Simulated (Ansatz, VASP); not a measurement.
# SrTiO3: VASP beside Ansatz, part 2 of 2

Wanted: the spread between two codes on one cell, functional and k mesh. The cell is taken from a series of runs on this material, whose earlier steps may have relaxed, scaled, displaced or heated it; both programs get it as it stands.

VASP 6.6.1 and Ansatz 0.2.0.

So far: Starting point; VASP: relaxation of cell and atoms, PBEsol.

## 3. Ansatz: relaxation of cell and atoms, PBEsol

Level of this step: Ansatz beside VASP: Kohn-Sham DFT, plane waves, PBEsol (Ansatz).

Ansatz runs on its PAW soft_1 files.

The same cell, functional, mesh and smearing now go to Ansatz.

Contents of input.yaml:

```yaml
crystal:
  lattice:
    - [3.905, 3.905, 0.0]
    - [-3.905, 3.905, 0.0]
    - [0.0, 0.0, 7.81]
  atoms:
    - { symbol: Sr, position: [0.0, 0.0, 0.0] }
    - { symbol: Sr, position: [0.0, 0.0, 0.5] }
    - { symbol: Sr, position: [0.5, 0.5, 0.0] }
    - { symbol: Sr, position: [0.5, 0.5, 0.5] }
    - { symbol: Ti, position: [0.5, 0.0, 0.25] }
    - { symbol: Ti, position: [0.5, 0.0, 0.75] }
    - { symbol: Ti, position: [0.0, 0.5, 0.25] }
    - { symbol: Ti, position: [0.0, 0.5, 0.75] }
    - { symbol: O, position: [0.5, 0.0, 0.0] }
    - { symbol: O, position: [0.25, 0.75, 0.25] }
    - { symbol: O, position: [0.25, 0.25, 0.25] }
    - { symbol: O, position: [0.5, 0.0, 0.5] }
    - { symbol: O, position: [0.25, 0.75, 0.75] }
    - { symbol: O, position: [0.25, 0.25, 0.75] }
    - { symbol: O, position: [0.0, 0.5, 0.0] }
    - { symbol: O, position: [0.75, 0.25, 0.25] }
    - { symbol: O, position: [0.75, 0.75, 0.25] }
    - { symbol: O, position: [0.0, 0.5, 0.5] }
    - { symbol: O, position: [0.75, 0.25, 0.75] }
    - { symbol: O, position: [0.75, 0.75, 0.75] }
kpoints:
  mp_grid: { grid: [5, 5, 4] }
scf:
  occupations: { method: fermi_dirac, width: 0.02 }
hamiltonian:
  xc: pbesol
  pseudopotentials: { kind: paw, azcp: { folder: soft_1 }, xc_functional: pbe }
basis:
  ecutwfc: 600
output:
  forces: true
  stress: true
relax:
  f_tol: 0.005
  max_steps: 70
  cell: { stress_tol: 0.02, p_target: 0 }
```

Run with:

```bash
ansatz run input.yaml --threads 4 --pin off --max-ram 10240MiB --backend cpu --events-out ev --progress --plain --runs-dir out
```

Numbers of over 12 decimals in the logs are rounded to 6 here.

Output:

```text
Engine: ansatz 0.2.0, x86_64-unknown-linux-gnu
Pseudopotentials: kind: paw
Pseudopotential: Sr, paw, valence charge 10, recommended cutoff 420 eV (normal), soft_1/Sr.paw.azcp
Pseudopotential: Ti, paw, valence charge 12, recommended cutoff 420 eV (normal), soft_1/Ti.paw.azcp
Pseudopotential: O, paw, valence charge 6, recommended cutoff 420 eV (normal), soft_1/O.paw.azcp
Functional definition: PBEsol
  exchange = pbesol_x
  correlation = pbesol_c
Crystal: 20 atoms, lattice volume = 238.190 Å³
Basis set: ecut = 600 eV, 7927 PW (Γ), exchange–correlation on 90×90×128 points (8 copies of the dense FFT grid, shifted against one another)
Bands: 100, of which v1, the nominal top of the filled ones, is band 80 counted from 1 (79 counted from 0)
Symmetry: 64 space group operations
Space group: Pm-3m (ITA 221), of the structure as read, at distance tolerance 6.2e-5 Å
k-points: 18 of 100
Non-local potential: Sr, projectors of the file, l = 0: 3, l = 1: 2, l = 2: 2
Non-local potential: Ti, projectors of the file, l = 0: 3, l = 1: 2, l = 2: 3, l = 3: 1
Non-local potential: O, projectors of the file, l = 0: 2, l = 1: 2, l = 2: 1
PAW form: soft (Blöchl's): semilocal exchange-correlation on the pseudo side does not see the compensation charge
PAW frozen core: Sr, regenerated for the run's functional, and the local potential with it (the file was generated under x = pbe(κ = 0.804, μ = 0.219515), c = pbe(β = 0.066725))
PAW frozen core: Ti, regenerated for the run's functional, and the local potential with it (the file was generated under x = pbe(κ = 0.804, μ = 0.219515), c = pbe(β = 0.066725))
PAW frozen core: O, regenerated for the run's functional, and the local potential with it (the file was generated under x = pbe(κ = 0.804, μ = 0.219515), c = pbe(β = 0.066725))
PAW one-centre angular grid: Sr, 110 points (default); XC on 64 Gauss nodes
PAW one-centre angular grid: Ti, 590 points (default); XC on 64 Gauss nodes
PAW one-centre angular grid: O, 110 points (default); XC on 64 Gauss nodes
Initial density: superposition of atomic densities (chi_scale 0.1, normalization cell, long waves kept (reshape's long-wave potential 0.00 eV rms))
Initial wavefunctions: pseudopotential atomic-orbital guess
Functional: x = pbesol(κ = 0.804, μ = 0.123457), c = pbesol(β = 0.046)
SCF iter   1: F=—  HF=-30630.029500 eV  |F-HF|=—  |Δ(HF+E_count)|=         —  Δρ=5.27e-2  dr2=5.59e0  ethr=3.10e-3  ⟨swp⟩=7.4  Hψ=7943  notcnv=0  defer=39
preconditioner: auto → Resta (q_TF=auto, 2.553 Å⁻¹)  ε∞=5.3  [insulator: Δε(μ)=2.009 eV  Ē_g=12.693 eV  σ=0.020 eV  W_gap=1.00  n_scr=66 (ndim 8)  ℏωp=26.4 eV  f_vac=0.000  D(μ)=0.00/eV (n_scr^D=0)  ε∞_Penn≈5.3]
SCF iter   2: F=—  HF=-30629.341403 eV  |F-HF|=—  |Δ(HF+E_count)|=   6.88e-1  Δρ=2.74e-2  dr2=1.95e0  ethr=3.10e-3  ⟨swp⟩=3.4  Hψ=3071  notcnv=0  defer=265
SCF iter   3: F=—  HF=-30629.121091 eV  |F-HF|=—  |Δ(HF+E_count)|=   2.20e-1  Δρ=7.42e-3  dr2=8.51e-2  ethr=1.22e-3  ⟨swp⟩=3.1  Hψ=3078  notcnv=0  defer=265
SCF iter   4: F=—  HF=-30629.127621 eV  |F-HF|=—  |Δ(HF+E_count)|=   6.53e-3  Δρ=2.35e-3  dr2=7.87e-3  ethr=5.32e-5  ⟨swp⟩=3.0  Hψ=2592  notcnv=0  defer=265
SCF iter   5: F=—  HF=-30629.131020 eV  |F-HF|=—  |Δ(HF+E_count)|=   3.40e-3  Δρ=3.02e-4  dr2=1.96e-4  ethr=4.92e-6  ⟨swp⟩=2.1  Hψ=2967  notcnv=0  defer=265
SCF iter   6: F=—  HF=-30629.131221 eV  |F-HF|=—  |Δ(HF+E_count)|=   2.01e-4  Δρ=7.21e-5  dr2=1.48e-5  ethr=1.23e-7  ⟨swp⟩=2.0  Hψ=2860  notcnv=0  defer=265
SCF iter   7: F=—  HF=-30629.131341 eV  |F-HF|=—  |Δ(HF+E_count)|=   1.20e-4  Δρ=2.13e-5  dr2=1.06e-6  ethr=9.24e-9  ⟨swp⟩=2.5  Hψ=3185  notcnv=0  defer=265
SCF iter   8: F=—  HF=-30629.131342 eV  |F-HF|=—  |Δ(HF+E_count)|=   1.01e-7  Δρ=1.01e-5  dr2=1.85e-7  ethr=6.25e-11  ⟨swp⟩=5.2  Hψ=7062  notcnv=0
SCF iter   9: F=-30629.131342 eV  HF=-30629.131342 eV  |F-HF|=2.23e-9  |Δ(HF+E_count)|=   1.98e-8  Δρ=1.84e-6  dr2=6.53e-9  ethr=6.25e-11  ⟨swp⟩=5.0  Hψ=5725  notcnv=0
SCF 1 converged in 9 iterations: F = -30629.131342 eV  dr2 = 6.53e-9
  greatest PAW one-centre occupation: 0.998 electrons in one spin orbital (limit 2), on the Ti atom at site 7 (counted from 0), in its partial waves of l = 0
relax step   1: F+E_penalty+E_count = -30629.13134152 eV  Δ(F+E_penalty+E_count) = +0.000e0 eV  max|allowed force component| = 3.474e-26 eV/Å  Δτ_max = 0.0000 Å  P = -1.908 GPa  Ω = 238.190 Å³  (9 SCF iters, dr2 threshold 1.00e-7 eV, accepted)
[...]
relax step   3: F+E_penalty+E_count = -30629.14648922 eV  Δ(F+E_penalty+E_count) = -1.056e-4 eV  max|allowed force component| = 2.233e-27 eV/Å  Δτ_max = 0.0000 Å  P = +0.003 GPa  Ω = 235.701 Å³  energy of the carried Pulay correction = +2.121e-4 eV  (6 SCF iters, dr2 threshold 5.66e-8 eV, accepted)
[...]
relax step   4: F+E_penalty+E_count = -30629.14628290 eV  Δ(F+E_penalty+E_count) = +2.063e-4 eV  max|allowed force component| = 2.700e-28 eV/Å  Δτ_max = 0.0000 Å  P = +0.002 GPa  Ω = 235.701 Å³  stress off target by 2.46e-3 GPa  SCF on the basis re-selected at this cell (its energy is not comparable with the rows above)  (8 SCF iters)
basis re-selected at this cell: Δ(F+E_penalty+E_count) = +2.063e-4 eV, ΔP = -0.000 GPa vs the last step (what re-selecting the basis moved, of the pressure what is left beyond the Pulay correction that the steps carried, after the strain that the cell walked since its last selection, with what the two solves' SCF thresholds leave and, on support functions, any second-order correction that the steps lacked; it is no m [...]
SCF converged after 8 iterations
Free energy (F): -30629.146283 eV
Harris-Foulkes:  -30629.146283 eV  (|F-HF|=0.00e0)
Internal energy: -30629.146283 eV  (E = F + TS)
E sigma→0 (E₀):  -30629.146283 eV
Fermi energy:    10.902373 eV
--- Per-component energies (eV) ---
  E_band       = -813.184526
  E_kinetic    = 4078.828539
  E_local      = -9755.874620  (includes V_loc(G=0)·N_el)
  E_nonlocal   = 1803.274864
  E_hartree    = 3370.176311
  E_xc         = -2018.836217
  E_vxc        = -2309.564314  (∫ρ·V_xc dr)
  E_paw        = -16502.463962  (= ΣΔE_a)
  E_vpaw       = -1370.203942  (= ΣTr[D̂ρ^β])
  E_aug_tail   = 0.002329  (compensation charges beyond the density's cutoff)
  E_ewald      = -11605.771911
  E_core_change = 1.518385  (= ΣΔE_core)
  E_smearing   = -0.000000  (= −TS)
  E_closure    = -0.000000  (closes the sum)
  Σ components = -30629.146283   (vs F -30629.146283, Δ=0.00e0)
--- Forces (eV/Å), atoms counted from 1 ---
  atom   1  Sr     0.00000000     0.00000000     0.00000000
  atom   2  Sr     0.00000000    -0.00000000    -0.00000000
  atom   3  Sr     0.00000000     0.00000000     0.00000000
  atom   4  Sr     0.00000000     0.00000000     0.00000000
  atom   5  Ti     0.00000000    -0.00000000     0.00000000
  atom   6  Ti    -0.00000000    -0.00000000     0.00000000
  atom   7  Ti     0.00000000    -0.00000000    -0.00000000
  atom   8  Ti     0.00000000     0.00000000    -0.00000000
  atom   9  O     -0.00000000    -0.00000000    -0.00000000
  atom  10  O      0.00000000    -0.00000000     0.00000000
  atom  11  O      0.00000000     0.00000000     0.00000000
  atom  12  O     -0.00000000    -0.00000000    -0.00000000
  atom  13  O      0.00000000     0.00000000    -0.00000000
  atom  14  O      0.00000000     0.00000000    -0.00000000
  atom  15  O      0.00000000    -0.00000000    -0.00000000
  atom  16  O      0.00000000     0.00000000     0.00000000
  atom  17  O      0.00000000     0.00000000     0.00000000
  atom  18  O      0.00000000     0.00000000    -0.00000000
  atom  19  O      0.00000000    -0.00000000    -0.00000000
  atom  20  O     -0.00000000    -0.00000000     0.00000000
  max |Σ_I F_I| component: 6.58e-28 eV/Å
--- Stress (GPa, compression-positive) ---
        0.002457      -0.000000      -0.000000
       -0.000000       0.002457       0.000000
       -0.000000       0.000000       0.002043
  P = ⅓ Tr σ = 0.0023 GPa (0.023 kbar)
--- Relaxed structure (3 steps of the walk, 3 accepted, 1 SCFs on fresh bases) ---
  F+E_penalty+E_count = -30629.14628290 eV   max|allowed force component| = 2.700e-28 eV/Å   (the final SCF, on the basis selected at the relaxed cell)
  cell:  # Å, volume = 235.7010 Å³
    - [3.891357, 3.891357, 0]
    - [-3.891357, 3.891357, 0]
    - [0, 0, 7.782681]
  atoms:
    - { symbol: Sr, position: [0, 0, 0] }
    - { symbol: Sr, position: [0, 0, 0.5] }
    - { symbol: Sr, position: [0.5, 0.5, 0] }
    - { symbol: Sr, position: [0.5, 0.5, 0.5] }
    - { symbol: Ti, position: [0.5, 0, 0.25] }
    - { symbol: Ti, position: [0.5, 0, 0.75] }
    - { symbol: Ti, position: [0, 0.5, 0.25] }
    - { symbol: Ti, position: [0, 0.5, 0.75] }
    - { symbol: O, position: [0.5, 0, 0] }
    - { symbol: O, position: [0.250000, 0.75, 0.25] }
    - { symbol: O, position: [0.25, 0.25, 0.25] }
    - { symbol: O, position: [0.5, 0, 0.5] }
    - { symbol: O, position: [0.250000, 0.75, 0.75] }
    - { symbol: O, position: [0.25, 0.25, 0.75] }
    - { symbol: O, position: [0, 0.5, 0] }
    - { symbol: O, position: [0.75, 0.250000, 0.25] }
    - { symbol: O, position: [0.750000, 0.750000, 0.25] }
    - { symbol: O, position: [0, 0.5, 0.5] }
    - { symbol: O, position: [0.75, 0.250000, 0.75] }
    - { symbol: O, position: [0.750000, 0.750000, 0.75] }
```

In the SCF lines HF is the Harris–Foulkes energy and dr2 the Hartree energy of the density residual, in eV; the loop may stop once dr2 is under the threshold and the program's other checks hold. Hψ counts applications of the Hamiltonian.

## 4. Comparison

Known differences besides the potentials themselves: Ansatz makes its cores anew for this functional, VASP keeps those of its PBE data sets; Ansatz adds a Pulay correction to the stress that steers its cell, VASP none. Total energies have different zeros and are not compared.

Both answers:

```tsv
quantity	Ansatz	VASP	difference
volume (Å³)	235.70	236.31	-0.26 %
edge a after relaxation, in the typed setting (Å)	5.503	5.508	-0.09 %
edge c after relaxation, in the typed setting (Å)	7.783	7.789	-0.09 %
```

## 5. Summary of results

| Property | Result |
| --- | --- |
| difference in volume (relaxation of cell and atoms, PBEsol) | -0.26 % |

The difference in volume is -0.26 % (relaxation of cell and atoms, PBEsol), within the 1.2 % picked in this series as the mark of a large difference, as far as the stopping tolerances let one tell. Such differences can come from data sets, numerical settings and the points named under the comparisons, not from the functional's error against experiment.

[Lines on the potential files, build, host, timing and source positions are cut from VASP's logs without a mark.]

[Logs are printed without paths, hosts, clocks, repeated set-up lines and the standing remarks that a program may print on its own settings, such as how far it seeks lower states.]

[Hosts, paths, dates, database ids (printed as entryN), source tags and the programs' standing remarks are cut or masked in the printed files.]
